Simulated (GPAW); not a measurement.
# MoS2 (P6_3/mmc) in GPAW: notebook

The runs below take MoS2 through single point, with LDA, PBE.

All numbers are computed with GPAW 26.7.0; they aren't measurements. Logs are shortened: lines on timing, memory, paths and dates and some standing lists are left out, and cuts for length are marked. The log counts tension as positive stress, the text compression.

**The experiment to reproduce.**

From “Multiwavelength excitation Raman Scattering Analysis of bulk and 2 dimensional MoS2: Vibrational properties of atomically thin MoS2 layers”, 2015, arxiv:1506.03228, for a bulk crystal of MoS2 at 300 K: band gap 1.3 eV (indirect).

The runs below are set against these values where they give the same quantity.

## Step 1: Starting point

The structure is hexagonal, space group P6_3/mmc (No. 194). The conventional cell has a = 3.169 Å, b = 3.169 Å, c = 12.324 Å, α = 90.00°, β = 90.00°, γ = 120.00°. Around Mo (site symmetry -6m2) lie 6 S at 2.41 Å. S (site symmetry 3m) has 3 Mo at 2.41 Å as nearest neighbours.

## Step 2: Single point, LDA

The input, run.py:

```python
from ase import Atoms
from ase.dft.bandgap import bandgap
from ase.io import write
from ase.units import GPa
from gpaw import GPAW, PW

atoms = Atoms(['Mo', 'Mo', 'S', 'S', 'S', 'S'],
              cell=[[3.169, 0.0, 0.0],
                    [-1.5845, 2.7444345046, 0.0],
                    [0.0, 0.0, 12.324]],
              scaled_positions=[[0.6666666667, 0.3333333333, 0.75],
                                [0.3333333333, 0.6666666667, 0.25],
                                [0.6666666667, 0.3333333333, 0.377],
                                [0.3333333333, 0.6666666667, 0.877],
                                [0.6666666667, 0.3333333333, 0.123],
                                [0.3333333333, 0.6666666667, 0.623]],
              pbc=True)

calc = GPAW(mode=PW(450),
            xc='LDA',
            kpts={'size': (8, 8, 2), 'gamma': True},
            occupations={'name': 'fermi-dirac', 'width': 0.05},
            nbands=46,
            maxiter=120,
            txt='gpaw.txt')
atoms.calc = calc
energy = atoms.get_potential_energy()
forces = atoms.get_forces()
stress = atoms.get_stress()
calc.write('gs.gpw')
write('result.traj', atoms)
print(f'Energy: {energy:.6f} eV')
print('Forces (eV/A):')
print(forces.round(4))
print('Stress (GPa):', (stress / GPa).round(3))
print('Fermi level:', round(calc.get_fermi_level(), 4), 'eV')
print(f'Gap: {bandgap(calc)[0]:.4f} eV, direct: {bandgap(calc, direct=True)[0]:.4f} eV')
```

Potentials or basis: the program's PAW data sets (release 1.2.1) made for this functional, pw.

Command:

```sh
> OMP_NUM_THREADS=1 python run.py
```

gpaw.txt:

```text
__  _  _
 | _ |_)|_||  |
 |__||  | ||/\| - 26.7.0

Input parameters:
  mode=PW(ecut=450.00000000000006),
  kpts=MonkhorstPack(size=(8, 8, 2), gamma=True),
  maxiter=120,
  nbands=46,
  occupations=Occupations(name='fermi-dirac', width=0.05),
  xc=XC(name='LDA')

Diagonalizing LCAO Hamiltonian
Converting LCAO to pw mode

        S

           Mo
        S

           S
        Mo

           S

Atoms  # Å, Bohr magnetons
|   | symbol |         x |        y |         z |    initial magnetic moments |
|---|--------|-----------|----------|-----------|-----------------------------|
| 0 |     Mo |  1.584500 | 0.914812 |  9.243000 | ( 0.0000,  0.0000,  0.0000) |
| 1 |     Mo | -0.000000 | 1.829623 |  3.081000 | ( 0.0000,  0.0000,  0.0000) |
| 2 |      S |  1.584500 | 0.914812 |  4.646148 | ( 0.0000,  0.0000,  0.0000) |
| 3 |      S | -0.000000 | 1.829623 | 10.808148 | ( 0.0000,  0.0000,  0.0000) |
| 4 |      S |  1.584500 | 0.914812 |  1.515852 | ( 0.0000,  0.0000,  0.0000) |
| 5 |      S | -0.000000 | 1.829623 |  7.677852 | ( 0.0000,  0.0000,  0.0000) |

Unit cell  # Å
| periodic |         x |        y |         z |   lengths |     angles |
|----------|-----------|----------|-----------|-----------|------------|
|      yes |  3.169000 | 0.000000 |  0.000000 |  3.169000 |  90.000000 |
|      yes | -1.584500 | 2.744435 |  0.000000 |  3.169000 |  90.000000 |
|      yes |  0.000000 | 0.000000 | 12.324000 | 12.324000 | 120.000000 |

Number of symmetries: 12
Symmetry operations  # r_c * U_cc + t_c -> r_c
|    | kind |            matrix            |
|----|------|------------------------------|
|  0 |  σ   |  1, 1, 0,  0,-1, 0,  0, 0, 1 |
|  1 |  S6  |  1, 1, 0, -1, 0, 0,  0, 0,-1 |
|  2 |  E   |  1, 0, 0,  0, 1, 0,  0, 0, 1 |
|  3 |  C2  |  1, 0, 0, -1,-1, 0,  0, 0,-1 |
|  4 |  C2  |  0, 1, 0,  1, 0, 0,  0, 0,-1 |
|  5 |  C3  |  0, 1, 0, -1,-1, 0,  0, 0, 1 |
|  6 |  S6  |  0,-1, 0,  1, 1, 0,  0, 0,-1 |
|  7 |  σ   |  0,-1, 0, -1, 0, 0,  0, 0, 1 |
|  8 |  σ   | -1, 0, 0,  1, 1, 0,  0, 0, 1 |
|  9 |  i   | -1, 0, 0,  0,-1, 0,  0, 0,-1 |
| 10 |  C3  | -1,-1, 0,  1, 0, 0,  0, 0, 1 |
| 11 |  C2  | -1,-1, 0,  0, 1, 0,  0, 0,-1 |

BZ-sampling:
  Number of BZ points: 128
  Number of IBZ points: 20

  Monkhorst-Pack size: [8, 8, 2]
  Monkhorst-Pack shift: [0.0625, 0.0625, 0.25]

K-points  # in reciprocal-cell coordinates
|     |                                coordinates |     weight |
|-----|--------------------------------------------|------------|
|   0 | (  0.00000000,   0.00000000,   0.00000000) | 0.00781250 |
|   1 | (  0.00000000,   0.00000000,   0.50000000) | 0.00781250 |
|   2 | (  0.12500000,   0.00000000,   0.00000000) | 0.04687500 |
|   3 | (  0.12500000,   0.00000000,   0.50000000) | 0.04687500 |
|   4 | (  0.25000000,  -0.12500000,   0.00000000) | 0.04687500 |
|   5 | (  0.25000000,  -0.12500000,   0.50000000) | 0.04687500 |
|   6 | (  0.25000000,   0.00000000,   0.00000000) | 0.04687500 |
|   7 | (  0.25000000,   0.00000000,   0.50000000) | 0.04687500 |
|   8 | (  0.37500000,  -0.12500000,   0.00000000) | 0.09375000 |
|   9 | (  0.37500000,  -0.12500000,   0.50000000) | 0.09375000 |
| ... |                                            |            |
|  19 | (  0.50000000,   0.50000000,   0.50000000) | 0.02343750 |

Plane wave coefficients: 2382
Cutoff: 450.00000000000006 eV

Spin-components: 1 (collinear spins)
Bands:           46
Projectors:      32
Spin-degeneracy: 2
Datatype:        complex128

Parallelization:
  kpt:    1
  domain: 1
  band:   1

Density:
  Valence electrons: 52.0
  Components: 1
  Grid points: [16 16 63]
  Charge: 0.0  # |e|

Potential:
  Grid points: [16 16 63]

species:
  Mo:
    name:    Molybdenum
    Z:       42.0
    valence: 14
    core:    28
    charge:  0.0  # [|e|]
    compensation charges:
      type: gauss
      rc: 0.38  # [Å]
      lmax: 2
    cutoffs:
      filter: 2.16  # [Å]
      core: 1.42  # [Å]
    projectors
    | kind |    occ | energy [eV] | rcut [Å] |
    |------|--------|-------------|----------|
    |   4s |  2.000 |     -64.384 |    1.238 |
    |   5s |  1.000 |      -4.319 |    1.238 |
    |   4p |  6.000 |     -38.595 |    1.296 |
    |   5p |  0.000 |      -1.161 |    1.296 |
    |   4d |  5.000 |      -3.933 |    1.296 |
    |    d |        |      23.278 |    1.296 |

    Using partial waves for Mo as LCAO basis

  S:
    name:    Sulfur
    Z:       16.0
    valence: 6
    core:    10
    charge:  0.0  # [|e|]
    compensation charges:
      type: gauss
      rc: 0.24  # [Å]
      lmax: 2
    cutoffs:
      filter: 1.77  # [Å]
      core: 1.66  # [Å]
    projectors
    | kind |    occ | energy [eV] | rcut [Å] |
    |------|--------|-------------|----------|
    |   3s |  2.000 |     -17.278 |    0.974 |
    |   3p |  4.000 |      -7.106 |    0.979 |
    |    s |        |       9.933 |    0.974 |
    |    p |        |      20.105 |    0.979 |
    |    d |        |       0.000 |    0.900 |

    Using partial waves for S as LCAO basis

Reference energy: -263337.961849  # eV

eigensolver:
  PPCG
  Converge bands: occupied
  niter=2

density mixing:
  MSR1-Mixer
  Pratt-step length: 0.05
  Maximum mixing coefficient: 0.75
  Old densities: 10
  SVD Regularization: 0.005
  Good broyden scale: 1.0
  Trust region scale: 1.0
  Backstep threshold: 4.0
  History deletion threshold: 6.0
  Fourier metric: weight=20.0, sigma=0.015

occupation numbers:
  Fermi-Dirac:
    width: 0.0500  # eV

poisson solver:
  ecut: 3600.0000000000005  # eV

xc functional:
  name: None

convergence criteria:
- Maximum [total energy] change in last 3 cyles: 0.0005 eV / valence electron
- Maximum integral of absolute [dens]ity change: 0.0001 electrons / valence electron
- Maximum integral of absolute [eigenst]ate change: 4e-08 eV^2 / valence electron
maximum number of iterations: 120

SCF iterations
|iter     | |      energy | eigst |  dens |
|---------|-|-------------|-------|-------|
|iter:   1| |  -52.614214 | +0.49 |       |
|iter:   2| |  -51.816616 | -1.18 | -0.99 |
|iter:   3| |  -49.802271 | -1.16 | -1.07 |
|iter:   4| |  -49.632326 | -1.96 | -1.46 |
|iter:   5| |  -49.616257 | -2.60 | -1.79 |
|iter:   6| |  -49.621363c| -3.14 | -2.07 |
|iter:   7| |  -49.604629c| -3.74 | -2.29 |
|iter:   8| |  -49.604543c| -5.26 | -3.02 |
|iter:   9| |  -49.604545c| -6.12 | -3.45 |
|iter:  10| |  -49.604545c| -7.59c| -4.40c|

Converged in 10 steps
Energy contributions relative to reference atoms: (reference = -263337.961849)

Energy contributions:
  Kinetic:          -7.837560
  Coulomb:          -4.912184
  Zero:             -0.329067
  External:          0.000000
  Xc:              -36.525730
  Entropy:          -0.000007
  Spinorbit:         0.000000
  ----------------------------
  Free energy:     -49.604548
  Extrapolated:    -49.604545

dipole moment: (0.000001, 0.000002, 0.000007)  # |e|*Ang

Fermi level: 8.335
Eigenvalues  # (at kpt = [0.000, 0.000, 0.000])
| band index |      eig [eV] | occ [0-2] |
|------------|---------------|-----------|
|          0 |       -53.474 |     2.000 |
|        ... |               |           |
|         18 |         4.693 |     2.000 |
|         19 |         5.777 |     2.000 |
|         20 |         5.777 |     2.000 |
|         21 |         5.824 |     2.000 |
|         22 |         5.824 |     2.000 |
|         23 |         6.750 |     2.000 |
|         24 |         6.787 |     2.000 |
|         25 |         7.946 |     1.999 |
|         26 |        10.024 |     0.000 |
|         27 |        10.024 |     0.000 |
|         28 |        10.052 |     0.000 |
|         29 |        10.052 |     0.000 |
|         30 |        10.200 |     0.000 |
|         31 |        10.200 |     0.000 |
|         32 |        10.375 |     0.000 |
|         33 |        10.375 |     0.000 |
|        ... |               |           |
|         45 |        20.291 |     0.000 |

Gap: 0.903 eV
Transition (v -> c):
  (s=0, k=0, n=25, [0.00, 0.00, 0.00]) -> (s=0, k=8, n=26, [0.38, -0.12, 0.00])
Direct/indirect transitions are different
Direct gap: 1.911 eV
Transition at: (s=0, k=12, n=25, [0.38, 0.38, 0.00])

Forces  # eV/Ang
|        x |        y |        z |
|----------|----------|----------|
| -0.00000 |  0.00000 | -0.00026 |  # Mo   0
| -0.00000 |  0.00000 |  0.00026 |  # Mo   1
|  0.00000 |  0.00000 | -0.52643 |  # S    2
|  0.00000 |  0.00000 | -0.52447 |  # S    3
|  0.00000 | -0.00000 |  0.52447 |  # S    4
|  0.00000 |  0.00000 |  0.52643 |  # S    5

Stress tensor  # eV/Ang^3
|         x |         y |        z |
|-----------|-----------|----------|
|  0.040146 | -0.000000 | 0.000000 |
| -0.000000 |  0.040146 | 0.000000 |
|  0.000000 |  0.000000 | 0.038092 |

# Writing to gs.gpw (mode='')
```

It took 43 s on 1 thread of Arm Neoverse V1, shared host; peak memory 0.2 GiB.

Results:

```yaml
Free_energy: -49.6045 eV
Pressure: -6.3 GPa
Largest_force: 0.526 eV/Å
Band_gap_on_the_k_mesh: 0.90 eV, indirect (least direct gap 1.91 eV)
```

Forces in eV/Å, atoms in the order of the input:
```
Mo   0.000  0.000  0.000
Mo   0.000  0.000  0.000
S    0.000  0.000 -0.526
S    0.000  0.000 -0.524
S    0.000  0.000  0.524
S    0.000  0.000  0.526
```

Stress tensor (GPa, compression positive):
```
-6.43  0.00  0.00
 0.00 -6.43  0.00
 0.00  0.00 -6.10
```

Levels at points of the mesh, in eV from the valence-band top:
```tsv
k point	band 22	band 23	band 24	band 25	band 26	band 27	band 28	band 29	band 30	band 31
(0.00, 0.00, 0.00)	-2.12	-2.12	-1.20	-1.16	0.00	2.08	2.08	2.11	2.11	2.25
(0.00, 0.00, 0.50)	-2.15	-2.15	-2.15	-0.27	-0.27	2.08	2.08	2.08	2.08	2.35
(0.50, 0.50, 0.00)	-2.46	-1.72	-1.52	-1.42	-1.29	1.55	1.60	1.93	2.21	2.75
(0.50, 0.50, 0.50)	-2.60	-1.62	-1.62	-1.34	-1.34	1.57	1.57	2.08	2.08	3.12
```

Caveat: the cutoff is short for stress and forces, so pressures can be off by a GPa or more.

## Step 3: Single point, PBE

The input, run.py:

```python
from ase.dft.bandgap import bandgap
from ase.io import read, write
from ase.units import GPa
from gpaw import GPAW, PW

atoms = read('MoS2.cif')

calc = GPAW(mode=PW(500),
            xc='PBE',
            kpts={'size': (8, 8, 2), 'gamma': True},
            occupations={'name': 'fermi-dirac', 'width': 0.05},
            nbands=46,
            maxiter=120,
            txt='gpaw.txt')
atoms.calc = calc
energy = atoms.get_potential_energy()
forces = atoms.get_forces()
stress = atoms.get_stress()
calc.write('gs.gpw')
write('result.traj', atoms)
print(f'Energy: {energy:.6f} eV')
print('Forces (eV/A):')
print(forces.round(4))
print('Stress (GPa):', (stress / GPa).round(3))
print('Fermi level:', round(calc.get_fermi_level(), 4), 'eV')
print(f'Gap: {bandgap(calc)[0]:.4f} eV, direct: {bandgap(calc, direct=True)[0]:.4f} eV')
```

The input, MoS2.cif:

```cif
data_MoS2
_cell_length_a 3.16900000
_cell_length_b 3.16900000
_cell_length_c 12.32400000
_cell_angle_alpha 90.00000000
_cell_angle_beta 90.00000000
_cell_angle_gamma 120.00000000
_space_group_name_H-M_alt 'P6_3/mmc'
_space_group_name_Hall '-P 6c 2c'
_space_group_IT_number 194
loop_
_space_group_symop_operation_xyz
'x,y,z'
'-x,-y,-z'
'x-y,x,z+1/2'
'-x+y,-x,-z+1/2'
'-y,x-y,z'
'y,-x+y,-z'
'-x,-y,z+1/2'
'x,y,-z+1/2'
'-x+y,-x,z'
'x-y,x,-z'
'y,-x+y,z+1/2'
'-y,x-y,-z+1/2'
'-y,-x,-z+1/2'
'y,x,z+1/2'
'-x,-x+y,-z'
'x,x-y,z'
'-x+y,y,-z+1/2'
'x-y,-y,z+1/2'
'y,x,-z'
'-y,-x,z'
'x,x-y,-z+1/2'
'-x,-x+y,z+1/2'
'x-y,-y,-z'
'-x+y,y,z'
loop_
_atom_site_label
_atom_site_type_symbol
_atom_site_symmetry_multiplicity
_atom_site_Wyckoff_symbol
_atom_site_fract_x
_atom_site_fract_y
_atom_site_fract_z
_atom_site_occupancy
Mo1 Mo 2 c 0.6666666667 0.3333333333 0.7500000000 1
S1 S 4 f 0.6666666667 0.3333333333 0.3770000000 1
```

Potentials or basis: GPAW PAW data sets (gpaw-data 1.2.1), pw.

Command:

```sh
> OMP_NUM_THREADS=1 python run.py
```

It took 49 s on 1 thread of Arm Neoverse V2, shared host; peak memory 0.21 GiB.

The run converged. Its results:

```yaml
Free_energy: -44.1332 eV
Pressure: 1.9 GPa
Largest_force: 0.057 eV/Å
Band_gap_on_the_k_mesh: 0.97 eV, indirect (least direct gap 1.91 eV)
```

Forces on the atoms (eV/Å):
```
Mo   0.000  0.000  0.000
Mo   0.000  0.000  0.000
S    0.000  0.000 -0.057
S    0.000  0.000  0.057
S    0.000  0.000 -0.057
S    0.000  0.000  0.057
```

Stress tensor (GPa, compression positive):
```
1.74 0.00 0.00
0.00 1.74 0.00
0.00 0.00 2.19
```

Levels at points of the mesh, in eV from the valence-band top:
| k point | band 23 | band 24 | band 25 | band 26 | band 27 | band 28 | band 29 | band 30 |
| --- | --- | --- | --- | --- | --- | --- | --- | --- |
| (0.00, 0.00, 0.00) | -2.10 | -1.18 | -1.14 | 0.00 | 2.09 | 2.09 | 2.12 | 2.12 |
| (0.00, 0.00, 0.50) | -2.13 | -2.13 | -0.26 | -0.26 | 2.10 | 2.10 | 2.10 | 2.10 |
| (0.50, 0.50, 0.00) | -1.72 | -1.52 | -1.39 | -1.27 | 1.57 | 1.62 | 1.97 | 2.23 |
| (0.50, 0.50, 0.50) | -1.62 | -1.62 | -1.32 | -1.32 | 1.59 | 1.59 | 2.11 | 2.11 |

Caveat: the cutoff is short for stress and forces, so pressures can be off by a GPa or more; this functional lacks dispersion, which binds the layers, so the pressure and a relaxed spacing across them are unreliable.

## Step 4: Against experiment

Step 2. Measured gap of MoS2: 1.3 eV (indirect; 300 K; “Multiwavelength excitation Raman Scattering Analysis of bulk and 2 dimensional MoS2: Vibrational properties of atomically thin MoS2 layers”, 2015, arxiv:1506.03228). This calculation gives 0.90 eV (-0.40 eV). Spin-orbit coupling on Mo is left out. The value is that of LDA on a finite k mesh, which can miss the band edges, without temperature or zero-point motion. Semilocal functionals fall short of measured gaps as a rule.

Step 3. A measured gap of MoS2 is 1.3 eV (indirect; 300 K; “Multiwavelength excitation Raman Scattering Analysis of bulk and 2 dimensional MoS2: Vibrational properties of atomically thin MoS2 layers”, 2015, arxiv:1506.03228); the calculated 0.97 eV misses it by -0.33 eV. Spin-orbit coupling on Mo is left out. The value is that of PBE on a finite k mesh, which can miss the band edges, without temperature or zero-point motion. Semilocal functionals fall short of measured gaps as a rule.
